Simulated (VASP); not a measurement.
# AlAs (F-43m) in VASP: a series of runs

Aim: see how the results for AlAs move with the level of theory and the settings. Levels: PBE, LDA. Tasks: band structure.

Program: VASP 6.6.1. These are calculated values, not measurements. Logs are shortened: lines on timing, memory, paths and dates and some standing lists are left out, and cuts for length are marked.

## Step 1: Starting point

The structure is cubic, space group F-43m (No. 216). Conventional cell: a = 5.682 Å, b = 5.682 Å, c = 5.682 Å, α = 90.00°, β = 90.00°, γ = 90.00°. Al (site symmetry -43m) is surrounded by 4 As at 2.46 Å. As (site symmetry -43m) is surrounded by 4 Al at 2.46 Å.

## Step 2: Band structure, PBE

File INCAR:

```
SYSTEM = AlAs
PREC     = Accurate       ! precision mode
ENCUT    = 520            ! plane-wave cutoff, eV
EDIFF    = 1E-6           ! SCF threshold, eV
ISMEAR   = 0              ! smearing method
SIGMA    = 0.03           ! smearing width, eV
LREAL    = .FALSE.        ! projectors in reciprocal space
LASPH    = .TRUE.         ! aspherical terms in the spheres
NELM     = 80             ! most SCF steps
ALGO     = Normal         ! electronic algorithm
ISIF     = 2              ! what is computed and relaxed
LWAVE    = .FALSE.        ! write WAVECAR
LCHARG   = .FALSE.        ! write CHGCAR
GGA      = PE             ! functional
```

File KPOINTS:

```
regular mesh
0
G
  8 8 8
  0 0 0
```

File POSCAR:

```
AlAs                                    
1.0
    0.0000000000      2.8408844734      2.8408844734
    2.8408844734      0.0000000000      2.8408844734
    2.8408844734      2.8408844734      0.0000000000
  Al              As            
     1     1
Direct
     0.0000000000000000    0.0000000000000000    0.0000000000000000
     0.2500000000000000    0.2500000000000000    0.2500000000000000
```

File KPOINTS_OPT:

```
explicit points
302
Reciprocal
 0.0000000000  0.0000000000  0.0000000000 1
 0.0263157895  0.0000000000  0.0263157895 1
 0.0526315789  0.0000000000  0.0526315789 1
 0.0789473684  0.0000000000  0.0789473684 1
 0.1052631579  0.0000000000  0.1052631579 1
 0.1315789474  0.0000000000  0.1315789474 1
[... 294 lines left out ...]
 0.5111486200  0.0222972300  0.5111486200 1
 0.4888513800 -0.0222972300  0.4888513800 1
```

Potentials or basis: VASP PAW PBE potentials, release 64 (Al, As).

On the command line:

```
> cat potpaw_PBE.64/Al/POTCAR potpaw_PBE.64/As/POTCAR > POTCAR
> mpirun -np 1 vasp_std > vasp.out
```

OUTCAR:

```text
SYSTEM = AlAs
   PREC = Accurate
   ENCUT = 520
   EDIFF = 1E-6
   ISMEAR = 0
   LREAL = .FALSE.
   LASPH = .TRUE.
   NELM = 80
   ISIF = 2
   GGA = PE

 ion  position               nearest neighbor table
   1  0.000  0.000  0.000-   2 2.46   2 2.46   2 2.46   2 2.46
   2  0.250  0.250  0.250-   1 2.46   1 2.46   1 2.46   1 2.46

  LATTYP: Found a face centered cubic cell.
 ALAT       =     5.6817689468

  Lattice vectors:

 A1 = (   0.0000000000,   2.8408844734,   2.8408844734)
 A2 = (   2.8408844734,   0.0000000000,   2.8408844734)
 A3 = (   2.8408844734,   2.8408844734,   0.0000000000)

Analysis of symmetry for initial positions (statically):
=====================================================================
 Subroutine PRICEL returns:
 Original cell was already a primitive cell.

 Routine SETGRP: Setting up the symmetry group for a
 face centered cubic supercell.

 Subroutine GETGRP returns: Found 24 space group operations
 (whereof 24 operations were pure point group operations)
 out of a pool of 48 trial point group operations.

The static configuration has the point symmetry T_d .

Analysis of symmetry for dynamics (positions and initial velocities):
=====================================================================
 Subroutine PRICEL returns:
 Original cell was already a primitive cell.

 Routine SETGRP: Setting up the symmetry group for a
 face centered cubic supercell.

 Subroutine GETGRP returns: Found 24 space group operations
 (whereof 24 operations were pure point group operations)
 out of a pool of 48 trial point group operations.

The dynamic configuration has the point symmetry T_d .

 Subroutine INISYM returns: Found 24 space group operations
 (whereof 24 operations are pure point group operations),
 and found     1 'primitive' translations

----------------------------------------------------------------------------------------

                                     Primitive cell

  volume of cell :      45.8554

  direct lattice vectors                    reciprocal lattice vectors
     0.000000000  2.840884473  2.840884473    -0.176001525  0.176001525  0.176001525
     2.840884473  0.000000000  2.840884473     0.176001525 -0.176001525  0.176001525
     2.840884473  2.840884473  0.000000000     0.176001525  0.176001525 -0.176001525

  length of vectors
     4.017617351  4.017617351  4.017617351     0.304843584  0.304843584  0.304843584

[... 79 lines left out ...]
   NELM   =     80;   NELMIN=  2; NELMDL= -5     # of ELM steps
   EDIFF  = 0.1E-05   stopping-criterion for ELM
   LREAL  =      F    real-space projection
   EDIFFG = 0.1E-04   stopping-criterion for IOM
   NSW    =      0    number of steps for IOM
   IBRION =     -1    ionic relax: 0-MD 1-quasi-New 2-CG
   NFREE  =      0    steps in history (QN), initial steepest desc. (CG)
   ISIF   =      2    stress and relaxation
   ISYM   =      2    0-nonsym 1-usesym 2-fastsym
   POTIM  = 0.5000    time-step for ionic-motion
   TEBEG  =    0.0;   TEEND  =   0.0 temperature during run
   PSTRESS=    0.0 pullay stress
   NELECT =       8.0000    total number of electrons
   NUPDOWN=      -1.0000    fix difference up-down
   EMIN   =  10.00;   EMAX   =-10.00  energy-range for DOS
   EFERMI =   0.00;   METHOD = LEGACY
   ISMEAR =     0;   SIGMA  =   0.03  broadening in eV -4-tet -1-fermi 0-gaus
   EFERMI_NEDOS =   21; number of points for ismear=-14 and -15
   IALGO  =     38    algorithm
   IMIX   =      4    mixing-type and parameters
     AMIX     =   0.40;   BMIX     =  1.00
     AMIX_MAG =   1.60;   BMIX_MAG =  1.00
  volume/ion in A,a.u.               =      22.93       154.72
  Fermi-wavevector in a.u.,A,eV,Ry     =   0.914762  1.728649 11.385202  0.836789
  Thomas-Fermi vector in A             =   2.039426
   LORBIT       =      0    0 simple, 1 ext, 2 COOP (PROOUT), +10 PAW based schemes
   GGA     = PE    functional components
   LHFCALC =     F    Hartree Fock is set to
   AEXX    =    0.0000 exact exchange contribution
   IVDW    =     0    specifies the selected vdW correction
   LEPSILON=     F    determine dielectric tensor
   LRPA    =     F    only Hartree local field effects (RPA)
 non-spin polarized calculation
 Gauss-broadening in eV      SIGMA  =   0.03
  energy-cutoff  :      520.00
  volume of cell :       45.86
 maximum number of plane-waves:      1254
 NGX is ok and might be reduce to    30
   NGX = 15   NGY = 15   NGZ = 15

 number of electron       7.9999999 magnetization

 Free energy of the ion-electron system (eV)
  ---------------------------------------------------
  ext. energy  EPLUGINS =         0.00000000
  ---------------------------------------------------
  free energy    TOTEN  =        -9.38079001 eV

  energy without entropy =       -9.38079001  energy(sigma->0) =       -9.38079001

 E-fermi :   3.9183     XC(G=0):  -8.9985

 val. band max:        3.7954368782   @ k =   0.0000   0.0000   0.0000
 cond. band min:       5.2494938544   @ k =   0.5000   0.5000   0.0000
 fundamental gap:      1.4540569762
 Fermi energy:         3.9182839972

 k-point     1 :       0.0000    0.0000    0.0000
  band No.  band energies     occupation
      1      -8.0075      2.00000
      2       3.7954      2.00000
      3       3.7954      2.00000
      4       3.7954      2.00000
      5       5.7686      0.00000
      6       8.0639      0.00000
      7       8.0639      0.00000
      8       8.0639      0.00000
[... 243 lines left out ...]
 k-point    24 :      -0.3750    0.2500    0.1250
  band No.  band energies     occupation
      1      -6.3542      2.00000
      2      -1.4254      2.00000
      3       1.1330      2.00000
      4       2.2719      2.00000
      5       7.4387      0.00000
      6       8.0293      0.00000
      7      10.4319      0.00000
      8      11.3956      0.00000

 [... further k-points ...]
[... 5 lines left out ...]
  --------------------------------------------------------------------------------------
  -------------------------------------------------------------------------------------
  Total        0.5498225      0.5498225      0.5498225     -0.0000000     -0.0000000     -0.0000000
  in kB       19.2106628     19.2106628     19.2106628     -0.0000000     -0.0000000     -0.0000000
  external PRESSURE =      19.2106628 kB  Pullay stress =       0.0000000 kB

 VOLUME and BASIS-vectors are now :
 -----------------------------------------------------------------------------
  energy-cutoff  :      520.00
  volume of cell :       45.86
      direct lattice vectors                 reciprocal lattice vectors
     0.000000000  2.840884473  2.840884473    -0.176001525  0.176001525  0.176001525
     2.840884473  0.000000000  2.840884473     0.176001525 -0.176001525  0.176001525
     2.840884473  2.840884473  0.000000000     0.176001525  0.176001525 -0.176001525

 POSITION                                       TOTAL-FORCE (eV/Angst)
 -----------------------------------------------------------------------------------
      0.00000      0.00000      0.00000        -0.000000     -0.000000     -0.000000
      1.42044      1.42044      1.42044         0.000000      0.000000      0.000000
 -----------------------------------------------------------------------------------
    total drift:                               -0.000000     -0.000000     -0.000000

  FREE ENERGIE OF THE ION-ELECTRON SYSTEM (eV)
  ---------------------------------------------------
  free  energy   TOTEN  =        -9.3807900093 eV

  energy  without entropy=       -9.3807900093  energy(sigma->0) =       -9.38079001
```

OSZICAR:

```text
N       E                     dE             d eps       ncg     rms          rms(c)
DAV:   1     0.141421768046E+02    0.14142E+02   -0.30411E+03   464   0.748E+02
DAV:   2    -0.896154921473E+01   -0.23104E+02   -0.22480E+02   600   0.874E+01
DAV:   3    -0.959759822950E+01   -0.63605E+00   -0.63605E+00   576   0.197E+01
DAV:   4    -0.960105190578E+01   -0.34537E-02   -0.34537E-02   736   0.162E+00
DAV:   5    -0.960105826946E+01   -0.63637E-05   -0.63637E-05   592   0.581E-02    0.319E+00
DAV:   6    -0.941274241267E+01    0.18832E+00   -0.39872E-01   496   0.288E+00    0.185E+00
DAV:   7    -0.938000767925E+01    0.32735E-01   -0.17939E-01   600   0.209E+00    0.680E-01
DAV:   8    -0.938049659087E+01   -0.48891E-03   -0.10383E-02   488   0.633E-01    0.107E-01
DAV:   9    -0.938065251720E+01   -0.15593E-03   -0.31438E-04   696   0.140E-01    0.652E-02
DAV:  10    -0.938078801368E+01   -0.13550E-03   -0.19662E-04   496   0.986E-02    0.985E-03
[... 67 further cycles ...]
DAV:   3    -0.305385522460E+03   -0.16093E+02      576
DAV:   4    -0.305466716701E+03   -0.81194E-01      656
DAV:   5    -0.305467974853E+03   -0.12582E-02      528
DAV:   6    -0.305468017823E+03   -0.42970E-04      688
DAV:   7    -0.305468018707E+03   -0.88387E-06      504
       N       E                     dE             ncg
DAV:   1     0.523596773900E+04   -0.30704E+04      192
DAV:   2     0.496810707227E+04   -0.26786E+03      208
DAV:   3     0.496022134396E+04   -0.78857E+01      384
DAV:   4     0.496021464354E+04   -0.67004E-02      376
DAV:   5     0.496021464256E+04   -0.98151E-06      264
```

stdout:

```text
POSCAR found type information on POSCAR AlAs
 POSCAR found :  2 types and       2 ions
 scaLAPACK will be used
 LDA part: xc-table for (Slater+PW92), standard interpolation
 POSCAR, INCAR and KPOINTS ok, starting setup
 FFT: planning ... GRIDC
 FFT: planning ... GRID_SOFT
 FFT: planning ... GRID
 WAVECAR not read
 entering main loop
 Start KPOINTS_OPT (optional k-point list driver)
k-point batch [1-29\302]
k-point batch [30-58\302]
k-point batch [59-87\302]
k-point batch [88-116\302]
k-point batch [117-145\302]
k-point batch [146-174\302]
k-point batch [175-203\302]
k-point batch [204-232\302]
k-point batch [233-261\302]
k-point batch [262-290\302]
k-point batch [291-302\302]
```

Run time: 52 s. Hardware: 1 thread of Intel Xeon Platinum 8259CL at 2.50GHz (Skylake/Cascade Lake), shared host; peak memory 0.18 GiB.

Results:

```
Free energy             : -9.3808 eV
Pressure                : 1.9 GPa
Band gap on the k mesh  : 1.45 eV, indirect (least direct gap 1.97 eV)
Band gap along the path : 1.45 eV, indirect (least direct gap 1.97 eV)
```

Levels at the corners of the path, in eV from the valence-band top:
```
point  band 2  band 3  band 4  band 5  band 6  band 7
    Γ    0.00    0.00    0.00    1.97    4.27    4.27
    X   -5.39   -2.15   -2.15    1.45    2.29   10.25
    X   -5.39   -2.15   -2.15    1.45    2.29   10.25
    W   -5.06   -3.14   -2.79    4.32    5.59    5.67
    W   -5.06   -3.14   -2.79    4.32    5.59    5.67
    K   -5.14   -3.37   -1.78    2.24    4.95    8.12
    K   -5.14   -3.37   -1.78    2.24    4.95    8.12
    Γ    0.00    0.00    0.00    1.97    4.27    4.27
    Γ    0.00    0.00    0.00    1.97    4.27    4.27
    L   -5.52   -0.82   -0.82    2.10    4.67    4.67
    L   -5.52   -0.82   -0.82    2.10    4.67    4.67
    U   -5.14   -3.37   -1.78    2.24    4.95    8.12
    U   -5.14   -3.37   -1.78    2.24    4.95    8.12
    W   -5.06   -3.14   -2.79    4.32    5.59    5.67
    W   -5.06   -3.14   -2.79    4.32    5.59    5.67
    L   -5.52   -0.82   -0.82    2.10    4.67    4.67
    L   -5.52   -0.82   -0.82    2.10    4.67    4.67
    K   -5.14   -3.37   -1.78    2.24    4.95    8.12
    U   -5.14   -3.37   -1.78    2.24    4.95    8.12
    X   -5.39   -2.15   -2.15    1.45    2.29   10.25
```

## Step 3: Band structure, LDA

INCAR: that of step 2 with these lines changed.

```diff
@@ -13,2 +13,2 @@
 LCHARG   = .FALSE.        ! write CHGCAR
-GGA      = PE             ! functional
+GGA      = CA             ! functional
```

KPOINTS is that of step 2.

POSCAR is that of step 2.

KPOINTS_OPT is that of step 2.

Potentials or basis: VASP PAW LDA potentials, release 64 (Al, As).

On the command line:

```
> cat potpaw_LDA.64/Al/POTCAR potpaw_LDA.64/As/POTCAR > POTCAR
> mpirun -np 1 vasp_std > vasp.out
```

It took 49 s on 1 thread of Intel Xeon Platinum 8259CL at 2.50GHz (Skylake/Cascade Lake), shared host; peak memory 0.17 GiB.

Results (log left out):

- Free energy: -10.5085 eV
- Pressure: -1.7 GPa
- Band gap on the k mesh: 1.36 eV, indirect (least direct gap 1.80 eV)
- Band gap along the path: 1.36 eV, indirect (least direct gap 1.80 eV)

Levels at the corners of the path, in eV from the valence-band top:
```
point  band 1  band 2  band 3  band 4  band 5  band 6  band 7  band 8
    Γ  -11.83    0.00    0.00    0.00    1.80    4.23    4.23    4.23
    X   -9.91   -5.41   -2.15   -2.15    1.36    2.20   10.12   10.12
    X   -9.91   -5.41   -2.15   -2.15    1.36    2.20   10.12   10.12
    W   -9.88   -5.07   -3.16   -2.81    4.24    5.51    5.58    5.95
    W   -9.88   -5.07   -3.16   -2.81    4.24    5.51    5.58    5.95
    K   -9.94   -5.16   -3.39   -1.78    2.15    4.87    8.05    8.13
    K   -9.94   -5.16   -3.39   -1.78    2.15    4.87    8.05    8.13
    Γ  -11.83    0.00    0.00    0.00    1.80    4.23    4.23    4.23
    Γ  -11.83    0.00    0.00    0.00    1.80    4.23    4.23    4.23
    L  -10.44   -5.55   -0.82   -0.82    1.98    4.63    4.63    7.56
    L  -10.44   -5.55   -0.82   -0.82    1.98    4.63    4.63    7.56
    U   -9.94   -5.16   -3.39   -1.78    2.15    4.87    8.05    8.13
    U   -9.94   -5.16   -3.39   -1.78    2.15    4.87    8.05    8.14
    W   -9.88   -5.07   -3.16   -2.81    4.24    5.51    5.58    5.95
    W   -9.88   -5.07   -3.16   -2.81    4.24    5.51    5.58    5.95
    L  -10.44   -5.55   -0.82   -0.82    1.98    4.63    4.63    7.56
    L  -10.44   -5.55   -0.82   -0.82    1.98    4.63    4.63    7.56
    K   -9.94   -5.16   -3.39   -1.78    2.15    4.87    8.05    8.13
    U   -9.94   -5.16   -3.39   -1.78    2.15    4.87    8.05    8.13
    X   -9.91   -5.41   -2.15   -2.15    1.36    2.20   10.12   10.12
```

Expect the measured gap to be larger: semilocal functionals such as LDA lack the derivative discontinuity.
